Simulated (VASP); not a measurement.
A run of VASP 6.6.1 is set up as follows.

INCAR

```
SYSTEM = Sc
PREC = Accurate
ENCUT = 520
EDIFF = 1E-7
ISMEAR = 1
SIGMA = 0.1
LREAL = .FALSE.
LASPH = .TRUE.
NELM = 100
ALGO = Normal
ISIF = 2
LWAVE = .FALSE.
LCHARG = .FALSE.
LDIPOL = .TRUE.
IDIPOL = 3
DIPOL = 0.5 0.5 0.381
GGA = PS
IVDW = 12
NBANDS = 24
```

KPOINTS

```
regular mesh
0
G
  12 12 1
  0 0 0
```

The input POSCAR:

```
Sc
1.0
    3.1236330269      0.0000000000      0.0000000000
   -1.5618165135      2.7051455534      0.0000000000
    0.0000000000      0.0000000000     25.0475626166
Sc
3
Direct
    0.3333333333      0.6666666667      0.2794683102
    0.6666666667      0.3333333333      0.3802509368
    0.3333333333      0.6666666667      0.4822754813
```

Potentials or basis: VASP PAW PBE potentials, release 64 (Sc_sv).

Launch:

```bash
$ cat potpaw_PBE.64/Sc_sv/POTCAR > POTCAR
$ mpirun -np 1 vasp_std > vasp.out
```

Task: What does it give for the band gap on the k mesh?

Result: None (metal or under the smearing width).

Task: Predict the dispersion energy per atom.

Result: -0.292 eV.

Task: What does it give for the largest force?

Result: 0.064 eV/Å.

Forces in eV/Å, atoms in the order of the input:
```
Sc   0.000  0.000 -0.032
Sc   0.000  0.000  0.064
Sc   0.000  0.000 -0.032
```

Caveat: the PAW data sets were made with another functional, which shifts forces and pressure a little.
